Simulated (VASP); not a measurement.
# NiO (Fm-3m) in VASP: settings compared, part 2 of 3

VASP 6.6.1.

## Step 3: Elastic constants, LDA, collinear spin, ferromagnetic start

The input, POSCAR:

```
NiO
1.0
    0.0000000000      2.0859016414      2.0859016414
    2.0859016414      0.0000000000      2.0859016414
    2.0859016414      2.0859016414      0.0000000000
Ni O
1 1
Direct
    0.0000000000      0.0000000000      0.0000000000
    0.5000000000      0.5000000000      0.5000000000
```

The input, INCAR.step1:

```
PREC     = Accurate       # precision mode
ENCUT    = 600            # plane-wave cutoff, eV
EDIFF    = 1E-8           # SCF threshold, eV
ISMEAR   = -1             # smearing method
SIGMA    = 0.05           # smearing width, eV
LREAL    = False          # projectors in reciprocal space
LASPH    = True           # aspherical terms in the spheres
NELM     = 120            # most SCF steps
ALGO     = Fast           # electronic algorithm
ISIF     = 3              # what is computed and relaxed
LWAVE    = False          # write WAVECAR
LCHARG   = False          # write CHGCAR
ISPIN    = 2              # spin polarisation
MAGMOM   = 1 0            # initial moments
LORBIT   = 11             # projections on sites
LMAXMIX  = 4              # l up to which the mixer works
IBRION   = 2              # ionic algorithm
NSW      = 40             # ionic steps
EDIFFG   = -0.002         # ionic threshold
```

The input, INCAR.step2:

```
PREC     = Accurate       # precision mode
ENCUT    = 600            # plane-wave cutoff, eV
EDIFF    = 1E-8           # SCF threshold, eV
ISMEAR   = -1             # smearing method
SIGMA    = 0.05           # smearing width, eV
LREAL    = False          # projectors in reciprocal space
LASPH    = True           # aspherical terms in the spheres
NELM     = 120            # most SCF steps
ALGO     = Fast           # electronic algorithm
ISIF     = 3              # what is computed and relaxed
LWAVE    = False          # write WAVECAR
LCHARG   = False          # write CHGCAR
ISPIN    = 2              # spin polarisation
MAGMOM   = 1 0            # initial moments
LORBIT   = 11             # projections on sites
LMAXMIX  = 4              # l up to which the mixer works
IBRION   = 6              # ionic algorithm
NFREE    = 2            
POTIM    = 0.015          # step
NSW      = 1              # ionic steps
```

The input, KPOINTS:

```
Automatic mesh
0
Gamma
  8 8 8
```

Potentials or basis: VASP PAW LDA potentials, release 64 (Ni, O).

The run is started by

```sh
cat potpaw_LDA.64/Ni/POTCAR potpaw_LDA.64/O/POTCAR > POTCAR
cp INCAR.step1 INCAR
mpirun -np 1 vasp_std > vasp.out
cp CONTCAR POSCAR
cp INCAR.step2 INCAR
mpirun -np 1 vasp_std > vasp.out
```

OUTCAR:

```text
PREC = Accurate
   ENCUT = 600
   EDIFF = 1E-8
   ISMEAR = -1
   LREAL = False
   LASPH = True
   NELM = 120
   ISIF = 3
   ISPIN = 2
   LORBIT = 11
   IBRION = 6
   NFREE = 2
   POTIM = 0.015
   NSW = 1

 ion  position               nearest neighbor table
   1  0.000  0.000  0.000-   2 2.02   2 2.02   2 2.02   2 2.02   2 2.02   2 2.02
   2  0.500  0.500  0.500-   1 2.02   1 2.02   1 2.02   1 2.02   1 2.02   1 2.02

  LATTYP: Found a face centered cubic cell.
 ALAT       =     4.0470379320

  Lattice vectors:

 A1 = (   0.0000000000,   2.0235189660,   2.0235189660)
 A2 = (   2.0235189660,   0.0000000000,   2.0235189660)
 A3 = (   2.0235189660,   2.0235189660,   0.0000000000)

Analysis of symmetry for initial positions (statically):
=====================================================================
 Subroutine PRICEL returns:
 Original cell was already a primitive cell.

 Routine SETGRP: Setting up the symmetry group for a
 face centered cubic supercell.

 Subroutine GETGRP returns: Found 48 space group operations
 (whereof 48 operations were pure point group operations)
 out of a pool of 48 trial point group operations.

The static configuration has the point symmetry O_h .

Analysis of symmetry for dynamics (positions and initial velocities):
[... 1185 lines left out ...]

 INTERNAL STRAIN TENSOR FOR ION    1 for displacements in x,y,z  (eV/Angst):
          X           Y           Z          XY          YZ          ZX
  --------------------------------------------------------------------------------
  x     0.00000     0.00000    -0.00000     0.00000     0.00000    -0.00000
  y    -0.00000    -0.00000     0.00000     0.00000     0.00000    -0.00000
  z     0.00000     0.00000     0.00000     0.00000    -0.00000    -0.00000

 INTERNAL STRAIN TENSORS FROM DISPLACED ATOMS
 ============================================

 INTERNAL STRAIN TENSOR FOR ION    1 for displacements in x,y,z  (eV/Angst):
          X           Y           Z          XY          YZ          ZX
  --------------------------------------------------------------------------------
  x     0.00000     0.00000     0.00000     0.00000     0.00000     0.00000
  y     0.00000     0.00000     0.00000     0.00000     0.00000     0.00000
  z     0.00000     0.00000     0.00000     0.00000     0.00000     0.00000

 INTERNAL STRAIN TENSOR FOR ION    2 for displacements in x,y,z  (eV/Angst):
          X           Y           Z          XY          YZ          ZX
  --------------------------------------------------------------------------------
  x     0.00000     0.00000     0.00000     0.00000     0.00000     0.00000
  y     0.00000     0.00000     0.00000     0.00000     0.00000     0.00000
  z     0.00000     0.00000     0.00000     0.00000     0.00000     0.00000

 Eigenvectors and eigenvalues of the dynamical matrix
 ----------------------------------------------------

   1 f  =   10.900276 THz    68.488454 2PiTHz  363.594068 cm-1    45.079899 meV
             X         Y         Z           dx          dy          dz
      0.000000  0.000000  0.000000     0.000000    0.463290    0.000000
      2.023519  2.023519  2.023519     0.000000   -0.886207    0.000000
[... 21 lines left out ...]
   6 f/i=    0.005565 THz     0.034965 2PiTHz    0.185625 cm-1     0.023015 meV
             X         Y         Z           dx          dy          dz
      0.000000  0.000000  0.000000     0.000000    0.000000    0.886207
      2.023519  2.023519  2.023519     0.000000    0.000000    0.463290

--------------------------------------------------------------------------------------------------------

 ELASTIC MODULI CONTR FROM IONIC RELAXATION (kBar)
 Direction    XX          YY          ZZ          XY          YZ          ZX
 --------------------------------------------------------------------------------
 XX           0.0000      0.0000      0.0000      0.0000      0.0000      0.0000
 YY           0.0000      0.0000      0.0000      0.0000      0.0000      0.0000
 ZZ           0.0000      0.0000      0.0000      0.0000      0.0000      0.0000
 XY           0.0000      0.0000      0.0000      0.0000      0.0000      0.0000
 YZ           0.0000      0.0000      0.0000      0.0000      0.0000      0.0000
 ZX           0.0000      0.0000      0.0000      0.0000      0.0000      0.0000
 --------------------------------------------------------------------------------

 TOTAL ELASTIC MODULI (kBar)
 Direction    XX          YY          ZZ          XY          YZ          ZX
 --------------------------------------------------------------------------------
 XX        3609.7132   1974.0919   1974.0919     -0.0000     -0.0000     -0.0000
 YY        1974.0919   3609.7132   1974.0919      0.0000     -0.0000     -0.0000
 ZZ        1974.0919   1974.0919   3609.7132     -0.0000      0.0000      0.0000
 XY          -0.0000      0.0000     -0.0000    387.3861      0.0000      0.0000
 YZ          -0.0000     -0.0000      0.0000      0.0000    387.3861      0.0000
 ZX          -0.0000     -0.0000      0.0000      0.0000      0.0000    387.3861
 --------------------------------------------------------------------------------

 total charge

# of ion       s       p       d       tot
------------------------------------------
    1        0.366   0.477   8.423   9.265
    2        1.558   3.393   0.000   4.951
--------------------------------------------------
tot          1.924   3.870   8.423  14.216

 magnetization (x)

# of ion       s       p       d       tot
------------------------------------------
    1        0.005   0.006   0.338   0.349
    2        0.009   0.055   0.000   0.063
--------------------------------------------------
tot          0.014   0.060   0.338   0.413
```

Run time: 6.6 min. Hardware: 1 thread of Intel Xeon 6975P-C (Granite Rapids), shared host; peak memory 0.25 GiB.

Results:

```
Relaxed volume                                          : 8.29 Å³/atom
Relaxed cell                                            : a = 2.862 Å, b = 2.862 Å, c = 2.862 Å, α = 60.00°, β = 60.00°, γ = 60.00°
Space group after relaxing (to 0.05 Å)                  : Fm-3m (No. 225)
Net moment                                              : 0.43 μB per cell
Site moments                                            : Ni +0.35; O +0.06 μB
Valence electrons inside the program's atomic spheres   : Ni 9.27; O 4.95
Elastic constants C11, C12, C44                         : 361, 197, 39 GPa
Voigt bulk modulus                                      : 252 GPa
Highest phonon frequency at Γ, LO-TO splitting left out : 364 cm⁻¹
```

Step by step:
| step | energy change (eV) | largest force (eV/Å) | pressure (GPa) | volume (Å³) |
| --- | --- | --- | --- | --- |
| 1 | 0.0000 | 0.0000 | -19.13 | 18.15 |
| 2 | -0.0312 | 0.0000 | 21.57 | 15.45 |
| 3 | -0.1016 | 0.0000 | -0.34 | 16.59 |
| 4 | -0.1017 | 0.0000 | 0.14 | 16.56 |
| 5 | -0.1017 | 0.0000 | -0.11 | 16.58 |
| 6 | -0.1017 | 0.0000 | 0.00 | 16.57 |

Final structure:
```
Ni O
1.0
     0.00000    2.02352    2.02352
     2.02352    0.00000    2.02352
     2.02352    2.02352    0.00000
Ni O
1 1
Direct
  0.00000 0.00000 0.00000
  0.50000 0.50000 0.50000
```

Phonon frequencies in cm⁻¹ (negative: imaginary):
```csv
q point,frequencies
"(0.000, 0.000, 0.000)",0 0 0 364 364 364
```

Elastic tensor in Voigt notation (GPa, in the Cartesian axes of the cell as first typed):
```
361 197 197   0   0   0
197 361 197   0   0   0
197 197 361   0   0   0
  0   0   0  39   0   0
  0   0   0   0  39   0
  0   0   0   0   0  39
```

Clamped-ion elastic tensor (GPa):
```
361 197 197   0   0   0
197 361 197   0   0   0
197 197 361   0   0   0
  0   0   0  39   0   0
  0   0   0   0  39   0
  0   0   0   0   0  39
```

Caveat: a cell with one magnetic atom can't hold antiferromagnetic order, which such compounds often take.

[end of part 2 of 3]
